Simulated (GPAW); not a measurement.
Runs of GPAW 26.7.0 on Al2Au. The structure is cubic, space group Fm-3m (No. 225). Conventional cell: a = 6.000 Å, b = 6.000 Å, c = 6.000 Å, α = 90.00°, β = 90.00°, γ = 90.00°. Au (site symmetry m-3m) has 8 Al at 2.60 Å as nearest neighbours. Al (site symmetry -43m) has 4 Au at 2.60 Å as nearest neighbours. 

```tsv
task	level	potentials or basis	cell	k mesh	cutoff (eV)	band path	band points	eigensolver	older calculator (legacy_gpaw)	convergence	pressure (GPa)
band structure	SCAN	GPAW PAW data sets (gpaw-data 1.2.1), pw	as given	8 × 8 × 8	600	GXWKGLUWLK,UX	80	-	-	-	-1.3
band structure	BLYP	PAW data sets generated in the run's folder for this functional, pw	as given	8 × 8 × 8	600	GXWKGLUWLK,UX	80	davidson	-	-	7.3
band structure	LDA	the program's PAW data sets (release 1.2.1) made for this functional, pw	as given	8 × 8 × 8	600	GXWKGLUWLK,UX	80	-	-	-	-2.3
band structure	RPBE	the program's PAW data sets (release 1.2.1) made for this functional, pw	as given	8 × 8 × 8	600	GXWKGLUWLK,UX	80	-	-	-	(a)
phonons	PBE	GPAW PAW data sets (gpaw-data 1.2.1), pw	atoms relaxed	6 × 6 × 6	510	-	-	-	-	density=1e-06 eigenstates=1e-09	3.7
```

Alike in all rows: no spin polarisation; smearing fermi-dirac 0.05 eV.

Q: Fill in the values left out.

A: (a) 5.8.

Caveats: the PAW data sets were made with another functional, which shifts forces and pressure a little (some runs); the cell is more than 3 GPa from zero pressure, which shifts response properties (some runs); the cutoff is short for stress and forces, so pressures can be off by a GPa or more (some runs).

Not every run made on this cell is shown here.
